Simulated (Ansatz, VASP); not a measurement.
**One calculation of MgO, two programs**

Contents of INCAR:

```
SYSTEM = MgO
PREC     = Accurate       ! precision mode
ENCUT    = 520            ! plane-wave cutoff, eV
EDIFF    = 1E-7           ! SCF threshold, eV
ISMEAR   = 0              ! smearing method
SIGMA    = 0.05           ! smearing width, eV
LREAL    = .False.        ! projectors in reciprocal space
LASPH    = .True.         ! aspherical terms in the spheres
NELM     = 100            ! most SCF steps
ALGO     = Normal         ! electronic algorithm
ISIF     = 2              ! what is computed and relaxed
LWAVE    = .False.        ! write WAVECAR
LCHARG   = .False.        ! write CHGCAR
NBANDS   = 11             ! bands
```

KPOINTS

```
regular mesh
0
Gamma
  10 10 10
  0 0 0
```

POSCAR

```
MgO
1.0
    0.0000000000      2.1351500000      2.1351500000
    2.1351500000      0.0000000000      2.1351500000
    2.1351500000      2.1351500000      0.0000000000
Mg O
1 1
Direct
    0.0000000000      0.0000000000      0.0000000000
    0.5029271948      0.5029271948      0.4970728052
```

Input for Ansatz:

```yaml
crystal:
  lattice:
    - [0.0, 2.13515, 2.13515]
    - [2.13515, 0.0, 2.13515]
    - [2.13515, 2.13515, 0.0]
  atoms:
    - { symbol: Mg, position: [0.0, 0.0, 0.0] }
    - { symbol: O, position: [0.5029271948, 0.5029271948, 0.4970728052] }
basis:
  ecutwfc: 420
kpoints:
  mp_grid: { grid: [10, 10, 10] }
hamiltonian:
  xc: lda
scf:
  occupations: { method: gaussian, width: 0.05 }
output:
  forces: true
  stress: true
  eigenvalues: true
```

Change from the starting cell: all O atoms moved +0.013 Å, as atom 2 along Cartesian [0 0 1].

Alike in both runs: task single point; functional LDA; k mesh 10 × 10 × 10; occupations gaussian, width 0.05 eV; no spin polarisation.

|  | VASP | Ansatz |
| --- | --- | --- |
| version | VASP 6.6.1 | Ansatz 0.2.0 |
| potentials or method | VASP PAW LDA potentials, release 64 (Mg, O) | scalar-relativistic, plane waves, PAW |
| plane-wave cutoff (eV) | 520 | 420 |
| valence electrons in the cell | 8 | 16 |

|  | VASP | Ansatz | Ansatz less VASP |
| --- | --- | --- | --- |
| gap on the k mesh at the Fermi level (eV) | 4.27 | 4.27 | 0.000 |
| least direct gap on the mesh (eV) | 4.27 | 4.27 | 0.000 |
| pressure (GPa) | -13.2 | -11.6 | +1.67 |
| rms of the force components (eV/Å) | 0.029 | 0.028 | -0.0009 |

Atom by atom the forces differ by 0.001 eV/Å (rms over components). The two sets of potentials don't hold the same shells in valence.
